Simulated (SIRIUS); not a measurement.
# Cr (Im-3m) in SIRIUS: a series of runs

The runs below take Cr through band structure, equation of state, with LDA, RPBE.

All numbers are computed with SIRIUS 7.12.0; they aren't measurements. Logs are shortened: lines on timing, memory, paths and dates and some standing lists are left out, and cuts for length are marked. The log counts tension as positive stress, the text compression.

### 1 Starting point

The structure is cubic, space group Im-3m (No. 229). The conventional cell has a = 2.969 Å, b = 2.969 Å, c = 2.969 Å, α = 90.00°, β = 90.00°, γ = 90.00°. Around Cr (site symmetry m-3m) lie 8 Cr at 2.57 Å.

### 2 Band structure, LDA, collinear spin, ferromagnetic start (cell stretched)

Contents of sirius.json:

```json
{
  "control": {
    "processing_unit": "cpu",
    "std_evp_solver_name": "lapack",
    "gen_evp_solver_name": "lapack",
    "verbosity": 2,
    "print_forces": true,
    "ortho_rf": true,
    "use_second_variation": true,
    "rmt_max": 3.0,
    "num_bands_to_print": 17,
    "save_wf": true
  },
  "parameters": {
    "electronic_structure_method": "full_potential_lapwlo",
    "xc_functionals": ["XC_LDA_X", "XC_LDA_C_PW"],
    "core_relativity": "dirac",
    "valence_relativity": "iora",
    "num_fv_states": 17,
    "smearing": "fermi_dirac",
    "smearing_width": 0.0018374661,
    "pw_cutoff": 20,
    "gk_cutoff": 3.67,
    "lmax_apw": 10,
    "lmax_rho": 8,
    "lmax_pot": 8,
    "num_mag_dims": 1,
    "auto_rmt": 0,
    "ngridk": [12, 12, 12],
    "shiftk": [0, 0, 0],
    "num_dft_iter": 80,
    "energy_tol": 1e-07,
    "density_tol": 1e-05,
    "use_symmetry": true
  },
  "settings": {"tol_ne": 1e-10},
  "iterative_solver": {"type": "exact"},
  "mixer": {"type": "anderson", "beta": 0.4, "max_history": 8},
  "unit_cell": {
    "lattice_vectors": [
      [-2.84211814, 2.84211814, 2.84211814],
      [2.84211814, -2.84211814, 2.84211814],
      [2.84211814, 2.84211814, -2.84211814]
    ],
    "atom_types": ["Cr"],
    "atom_files": {"Cr": "Cr.json"},
    "atoms": {"Cr": [[0.0, 0.0, 0.0, 0.0, 0.0, 3.0]]}
  }
}
```

Contents of Cr.json:

```json
{
  "name": "chromium",
  "symbol": "Cr",
  "number": 24,
  "mass": 51.9961,
  "rmin": 1e-06,
  "rmt": 2.4,
  "nrmt": 800,
  "rinf": 17.91,
  "core": "1s2s2p",
  "valence": [
    {"basis": [{"enu": 0.1, "dme": 0, "n": 0, "auto": 0}, {"enu": 0.1, "dme": 1, "n": 0, "auto": 0}]},
    {"l": 0, "n": 1, "basis": [{"enu": 0.2, "dme": 0, "n": 0, "auto": 0}]},
    {"l": 1, "n": 2, "basis": [{"enu": 0.2, "dme": 0, "n": 0, "auto": 0}]},
    {"l": 2, "n": 3, "basis": [{"enu": 0.2, "dme": 0, "n": 0, "auto": 0}]},
    {"l": 3, "n": 4, "basis": [{"enu": 0.2, "dme": 0, "n": 0, "auto": 0}]},
    {"l": 4, "n": 5, "basis": [{"enu": 0.2, "dme": 0, "n": 0, "auto": 0}]},
    {"l": 5, "n": 6, "basis": [{"enu": 0.2, "dme": 0, "n": 0, "auto": 0}]}
  ],
  "lo": [
    {"l": 0, "basis": [{"enu": 0.2, "dme": 0, "n": 0, "auto": 0}, {"enu": 0.2, "dme": 1, "n": 0, "auto": 0}]},
    {
      "l": 0,
      "basis": [{"enu": -2.3826, "dme": 0, "n": 3, "auto": 1}, {"enu": -2.3826, "dme": 1, "n": 3, "auto": 1}]
    },
    {"l": 0, "basis": [{"enu": -2.3826, "dme": 1, "n": 3, "auto": 1}, {"enu": 0.2, "dme": 0, "n": 0, "auto": 0}]},
    {"l": 0, "basis": [{"enu": 0.2, "dme": 0, "n": 0, "auto": 0}, {"enu": 2.9778, "dme": 0, "n": 0, "auto": 0}]},
    {
      "l": 0,
      "basis": [{"enu": 2.9778, "dme": 0, "n": 0, "auto": 0}, {"enu": 7.8389, "dme": 0, "n": 0, "auto": 0}]
    },
    {"l": 1, "basis": [{"enu": 0.2, "dme": 0, "n": 0, "auto": 0}, {"enu": 0.2, "dme": 1, "n": 0, "auto": 0}]},
    {
      "l": 1,
      "basis": [{"enu": -1.3496, "dme": 0, "n": 3, "auto": 1}, {"enu": -1.3496, "dme": 1, "n": 3, "auto": 1}]
    },
    {"l": 1, "basis": [{"enu": -1.3496, "dme": 1, "n": 3, "auto": 1}, {"enu": 0.2, "dme": 0, "n": 0, "auto": 0}]},
    {"l": 1, "basis": [{"enu": 0.2, "dme": 0, "n": 0, "auto": 0}, {"enu": 3.3944, "dme": 0, "n": 0, "auto": 0}]},
    {
      "l": 1,
      "basis": [{"enu": 3.3944, "dme": 0, "n": 0, "auto": 0}, {"enu": 8.9847, "dme": 0, "n": 0, "auto": 0}]
    },
    {"l": 2, "basis": [{"enu": 0.2, "dme": 0, "n": 0, "auto": 0}, {"enu": 0.2, "dme": 1, "n": 0, "auto": 0}]},
    {"l": 2, "basis": [{"enu": 0.2, "dme": 1, "n": 0, "auto": 0}, {"enu": 0.2, "dme": 2, "n": 0, "auto": 0}]},
    {"l": 2, "basis": [{"enu": 0.2, "dme": 0, "n": 0, "auto": 0}, {"enu": 2.9083, "dme": 0, "n": 0, "auto": 0}]},
    {
      "l": 2,
      "basis": [{"enu": 2.9083, "dme": 0, "n": 0, "auto": 0}, {"enu": 7.4222, "dme": 0, "n": 0, "auto": 0}]
    },
    {"l": 3, "basis": [{"enu": 0.2, "dme": 0, "n": 0, "auto": 0}, {"enu": 0.2, "dme": 1, "n": 0, "auto": 0}]},
    {"l": 3, "basis": [{"enu": 0.2, "dme": 1, "n": 0, "auto": 0}, {"enu": 0.2, "dme": 2, "n": 0, "auto": 0}]},
    {"l": 3, "basis": [{"enu": 0.2, "dme": 0, "n": 0, "auto": 0}, {"enu": 3.2208, "dme": 0, "n": 0, "auto": 0}]},
    {
      "l": 3,
      "basis": [{"enu": 3.2208, "dme": 0, "n": 0, "auto": 0}, {"enu": 8.2556, "dme": 0, "n": 0, "auto": 0}]
    },
    {"l": 4, "basis": [{"enu": 0.2, "dme": 0, "n": 0, "auto": 0}, {"enu": 0.2, "dme": 1, "n": 0, "auto": 0}]},
    {"l": 4, "basis": [{"enu": 0.2, "dme": 0, "n": 0, "auto": 0}, {"enu": 3.5333, "dme": 0, "n": 0, "auto": 0}]},
    {"l": 5, "basis": [{"enu": 0.2, "dme": 0, "n": 0, "auto": 0}, {"enu": 0.2, "dme": 1, "n": 0, "auto": 0}]},
    {"l": 5, "basis": [{"enu": 0.2, "dme": 0, "n": 0, "auto": 0}, {"enu": 3.8458, "dme": 0, "n": 0, "auto": 0}]}
  ],
  "free_atom": [... radial grid and density of the free atom, the start of the SCF ...]
}
```

Contents of sirius_start.json:

```json
{
  "control": {
    "processing_unit": "cpu",
    "std_evp_solver_name": "lapack",
    "gen_evp_solver_name": "lapack",
    "verbosity": 1,
    "print_forces": false,
    "ortho_rf": true,
    "use_second_variation": true,
    "rmt_max": 3.0,
    "num_bands_to_print": 17,
    "save_wf": false
  },
  "parameters": {
    "electronic_structure_method": "full_potential_lapwlo",
    "xc_functionals": ["XC_LDA_X", "XC_LDA_C_PW"],
    "core_relativity": "dirac",
    "valence_relativity": "iora",
    "num_fv_states": 17,
    "smearing": "fermi_dirac",
    "smearing_width": 0.0055123983,
    "pw_cutoff": 20,
    "gk_cutoff": 2.93,
    "lmax_apw": 10,
    "lmax_rho": 8,
    "lmax_pot": 8,
    "num_mag_dims": 1,
    "auto_rmt": 0,
    "ngridk": [5, 5, 5],
    "shiftk": [0, 0, 0],
    "num_dft_iter": 30,
    "energy_tol": 0.01,
    "density_tol": 0.05,
    "use_symmetry": true
  },
  "settings": {"tol_ne": 1e-10},
  "iterative_solver": {"type": "exact"},
  "mixer": {"type": "anderson", "beta": 0.4, "max_history": 8},
  "unit_cell": {
    "lattice_vectors": [
      [-2.84211814, 2.84211814, 2.84211814],
      [2.84211814, -2.84211814, 2.84211814],
      [2.84211814, 2.84211814, -2.84211814]
    ],
    "atom_types": ["Cr"],
    "atom_files": {"Cr": "Cr.json"},
    "atoms": {"Cr": [[0.0, 0.0, 0.0, 0.0, 0.0, 3.0]]}
  }
}
```

Contents of sirius_bands.json:

```json
{
  "control": {
    "processing_unit": "cpu",
    "std_evp_solver_name": "lapack",
    "gen_evp_solver_name": "lapack",
    "verbosity": 2,
    "print_forces": true,
    "ortho_rf": true,
    "use_second_variation": true,
    "rmt_max": 3.0,
    "num_bands_to_print": 17,
    "save_wf": true
  },
  "parameters": {
    "electronic_structure_method": "full_potential_lapwlo",
    "xc_functionals": ["XC_LDA_X", "XC_LDA_C_PW"],
    "core_relativity": "dirac",
    "valence_relativity": "iora",
    "num_fv_states": 17,
    "smearing": "fermi_dirac",
    "smearing_width": 0.0018374661,
    "pw_cutoff": 20,
    "gk_cutoff": 3.67,
    "lmax_apw": 10,
    "lmax_rho": 8,
    "lmax_pot": 8,
    "num_mag_dims": 1,
    "auto_rmt": 0,
    "ngridk": [12, 12, 12],
    "shiftk": [0, 0, 0],
    "num_dft_iter": 80,
    "energy_tol": 1e-07,
    "density_tol": 1e-05,
    "use_symmetry": true
  },
  "settings": {"tol_ne": 1e-10},
  "iterative_solver": {"type": "exact"},
  "mixer": {"type": "anderson", "beta": 0.4, "max_history": 8},
  "unit_cell": {
    "lattice_vectors": [
      [-2.84211814, 2.84211814, 2.84211814],
      [2.84211814, -2.84211814, 2.84211814],
      [2.84211814, 2.84211814, -2.84211814]
    ],
    "atom_types": ["Cr"],
    "atom_files": {"Cr": "Cr.json"},
    "atoms": {"Cr": [[0.0, 0.0, 0.0, 0.0, 0.0, 3.0]]}
  },
  "kpoints_rel": {"G": [0.0, 0.0, 0.0], "H": [0.5, -0.5, 0.5], "P": [0.25, 0.25, 0.25], "N": [0.0, 0.0, 0.5]},
  "kpoints_path": ["G", "H", "N", "G", "P", "H"]
}
```

Potentials or basis: all-electron FP-LAPW, apw+lo rich.

Started as:

```sh
$ OMP_NUM_THREADS=1 sirius.scf --input=sirius_start.json --output=start.json
$ OMP_NUM_THREADS=1 sirius.scf --input=sirius.json --output=output.json --task=1
$ OMP_NUM_THREADS=1 sirius.scf --input=sirius_bands.json --output=bands_out.json --task=2
```

The program printed:

```text
[info] SIRIUS version : 7.12.0
[info] number of MPI ranks           : 1
[info] MPI grid                      : 1 1
[info] maximum number of OMP threads : 1
[fft] FFT context for density and potential
[fft] =====================================
[fft]   plane wave cutoff                     : 20
[fft]   grid size                             : 36 36 36   total : 46656
[fft]   grid limits                           : -17 18   -17 18   -17 18
[fft]   number of G-vectors within the cutoff : 12479
[fft]   number of G-shells                    : 346
[fft] FFT context for coarse grid
[fft] =====================================
[fft]   plane wave cutoff                     : 7.34
[fft]   grid size                             : 15 15 15   total : 3375
[fft]   grid limits                           : -7 7   -7 7   -7 7
[fft]   number of G-vectors within the cutoff : 627
[fft]   number of G-shells                    : 27
[unit cell] lattice vectors
[unit cell]   a1 :      -2.8421181400      2.8421181400      2.8421181400
[unit cell]   a2 :       2.8421181400     -2.8421181400      2.8421181400
[unit cell]   a3 :       2.8421181400      2.8421181400     -2.8421181400
[unit cell] reciprocal lattice vectors
[unit cell]   b1 :      -0.0000000000      1.1053701848      1.1053701848
[unit cell]   b2 :       1.1053701848     -0.0000000000      1.1053701848
[unit cell]   b3 :       1.1053701848      1.1053701848     -0.0000000000
[unit cell] unit cell volume :        91.83037778 [a.u.^3]
[unit cell] 1/sqrt(omega)    :         0.10435345
[unit cell] MT volume        :        57.90583579 (63.06%)
[unit cell] IT volume        :        33.92454199 (36.94%)
[unit cell] number of atom types : 1
[unit cell] type id : 0 symbol : Cr mt_radius :   2.400000 num_atoms : 1
[unit cell] total number of atoms : 1
[unit cell] number of symmetry classes : 1
[unit cell] atom id  type id  class id             position                      vector_field
[... 351 lines left out ...]
[generate_core_charge_density] atom class : 0
[generate_core_charge_density]   n,l,k : 1 0 1  energy :        -215.19127132
[generate_core_charge_density]   n,l,k : 2 0 1  energy :         -24.10961909
[generate_core_charge_density]   n,l,k : 2 1 1  energy :         -20.45401011
[generate_core_charge_density]   n,l,k : 2 1 2  energy :         -20.13718583
[find] total moment          : [  0.00000,   0.00000,  -0.01098], magnitude : 0.010977
[find] Total energy                   :   -1048.87007488 (Ha),   -2097.74014977 (Ry)
[find] iteration : 1, RMS (target) : 5.4508e-03 (1.0000e-05) , energy difference (target) : -1.4810e-05 (1.0000e-07)
[find] total moment          : [  0.00000,   0.00000,  -0.00233], magnitude : 0.002330
[find] Total energy                   :   -1048.87008861 (Ha),   -2097.74017723 (Ry)
[find] iteration : 2, RMS (target) : 2.7865e-03 (1.0000e-05) , energy difference (target) : -1.3731e-05 (1.0000e-07)
[find] total moment          : [  0.00000,   0.00000,  -0.00011], magnitude : 0.000108
[find] Total energy                   :   -1048.87008946 (Ha),   -2097.74017892 (Ry)
[find] iteration : 3, RMS (target) : 6.4144e-04 (1.0000e-05) , energy difference (target) : -8.4615e-07 (1.0000e-07)
[find] total moment          : [  0.00000,   0.00000,  -0.00006], magnitude : 0.000056
[find] Total energy                   :   -1048.87008923 (Ha),   -2097.74017846 (Ry)
[find] iteration : 4, RMS (target) : 1.0522e-04 (1.0000e-05) , energy difference (target) : 2.2922e-07 (1.0000e-07)
[find] total moment          : [  0.00000,   0.00000,   0.00000], magnitude : 0.000005
[... 14 lines left out ...]
[find] valence_eval_sum               :     -11.01065758
[find] core_eval_sum                  :    -599.98299352
[find] kinetic energy                 :    1059.98968126
[find] enuc                           :   -1257.58082430
[find] <rho|V^{XC}>                   :     -61.75467024
[find] <rho|E^{XC}>                   :     -46.66517662
[find] <mag|B^{XC}>                   :      -0.00000000
[find] <rho|V^{H}>                    :   -1609.22866211
[find] smearing (-TS)                 :      -0.00023920
[find] SCF correction                 :       0.00056152
[find] Total energy                   :   -1048.87008920 (Ha),   -2097.74017841 (Ry)
[find] Free energy (E-TS)             :   -1048.87032840 (Ha),   -2097.74065681 (Ry)
[find] band gap (eV)                  :       0.00000000
[find] Efermi                         :       0.29165840
[find] iteration : 6, RMS (target) : 6.9770e-06 (1.0000e-05) , energy difference (target) : -4.5916e-08 (1.0000e-07)
[find] converged after 7 SCF iterations!
[find] Charges and magnetic moments
[find] --------------------------------------------------------------------------------
[find] atom      charge    core leakage                 moment                |moment|
[find] --------------------------------------------------------------------------------
[find]    0   22.800092    1.962275e-11  [  0.00000,   0.00000,  -0.00000]    0.000001
[find] total core leakage    : 1.96227482e-11
[find] interstitial charge   : 1.199907
[find] interstitial moment   : [  0.00000,   0.00000,   0.00000], magnitude : 0.000000
[find] total charge          : 23.999999
[find] total moment          : [  0.00000,   0.00000,  -0.00000], magnitude : 0.000001
[find] Energy
[find] --------------------------------------------------------------------------------
[find] valence_eval_sum               :     -11.01065758
[find] core_eval_sum                  :    -599.98299352
[find] kinetic energy                 :    1059.98968126
[find] enuc                           :   -1257.58082430
[find] <rho|V^{XC}>                   :     -61.75467024
[find] <rho|E^{XC}>                   :     -46.66517662
[find] <mag|B^{XC}>                   :      -0.00000000
[find] <rho|V^{H}>                    :   -1609.22866211
[find] smearing (-TS)                 :      -0.00023920
[find] SCF correction                 :       0.00056152
[find] Total energy                   :   -1048.87008920 (Ha),   -2097.74017841 (Ry)
[find] Free energy (E-TS)             :   -1048.87032840 (Ha),   -2097.74065681 (Ry)
[find] band gap (eV)                  :       0.00000000
[find] Efermi                         :       0.29165840
[ground_state]
[ground_state] ==== total Forces in Ha/bohr =====
[ground_state] atom:    0, force:       0.0000000      0.0000000      0.0000000
[ground_state] ==== contribution from density =====
[ground_state] atom:    0, force:       0.0000000      0.0000000      0.0000000
[ground_state] ==== contribution from Hartree potential =====
[ground_state] atom:    0, force:       0.0000000      0.0000000      0.0000000
[ground_state] ==== contribution from IBS =====
[ground_state] atom:    0, force:       0.0000000      0.0000000      0.0000000
```

It took 34 s on 1 thread of Arm Neoverse V2, shared host; peak memory 0.52 GiB.

What came out:

```yaml
Free_energy: -28541.2156 eV
Band_gap_along_the_path: none (metal or under the smearing width)
All_electrons_inside_the_program's_atomic_spheres: Cr 22.80 (radii Cr 2.4 bohr)
```

Levels at the corners of the path, in eV from the Fermi level:
Spin up:
```
point  band 3  band 4  band 5  band 6  band 7  band 8  band 9  band 10  band 11  band 12
    Γ  -42.48  -42.48   -7.19   -0.68   -0.68   -0.68    0.92     0.92    21.11    21.11
    H  -42.88  -42.88   -3.42   -3.42    2.02    2.02    2.02     9.24     9.24     9.24
    N  -42.66  -42.48   -3.67   -1.92    0.89    0.92    1.17     2.34     8.16    15.96
    Γ  -42.48  -42.48   -7.19   -0.68   -0.68   -0.68    0.92     0.92    21.11    21.11
    P  -42.76  -42.76   -1.89   -1.89   -1.89    1.22    1.22     8.92     8.92     8.92
    H  -42.88  -42.88   -3.42   -3.42    2.02    2.02    2.02     9.24     9.24     9.24
```
Spin down:
```csv
point,band 5,band 6,band 7,band 8,band 9,band 10
Γ,-7.19,-0.68,-0.68,-0.68,0.92,0.92
H,-3.42,-3.42,2.02,2.02,2.02,9.24
N,-3.67,-1.92,0.89,0.92,1.17,2.34
Γ,-7.19,-0.68,-0.68,-0.68,0.92,0.92
P,-1.89,-1.89,-1.89,1.22,1.22,8.92
H,-3.42,-3.42,2.02,2.02,2.02,9.24
```

Caveat: the starting moments collapsed, and a magnetic state may lie lower.

[end of part 1 of 4]
